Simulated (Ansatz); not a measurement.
Crystal: MgS.

```
S Mg
1.0
     4.03462    0.00000    0.00000
    -2.01731    3.49409    0.00000
     0.00000    0.00000    6.43229
S Mg
2 2
Direct
  0.66667 0.33333 0.87924
  0.33333 0.66667 0.37924
  0.33333 0.66667 0.99575
  0.66667 0.33333 0.49575
```

The cell comes from a database or a generator and needn't be the stable form of this composition.

Base run:

```yaml
Program: Ansatz 0.2.0
Functional: PBEsol
Potentials_or_basis: Ansatz PAW
Cutoff: 420 eV
Density_cutoff: 1680 eV
k_mesh: 8 × 8 × 4
Occupations: fermi-dirac, width 0.05 eV
Spin: no spin polarisation
```

Its results: band gap on the k mesh 3.27 eV, direct; pressure -0.3 GPa; largest force 0.045 eV/Å.

Task: The run is repeated on the same cell with these changes: functional from PBEsol to LDA. What comes out?

Result: Band gap on the k mesh 3.15 eV, direct; pressure -2.1 GPa; largest force 0.052 eV/Å.

LDA binds more tightly than PBEsol, so the same cell stands under less pressure.

Caveats: the PAW data sets come from PBE, with cores solved anew for the run's functional, which leaves a small shift of forces and pressure.

Not every run made on this cell is shown here.
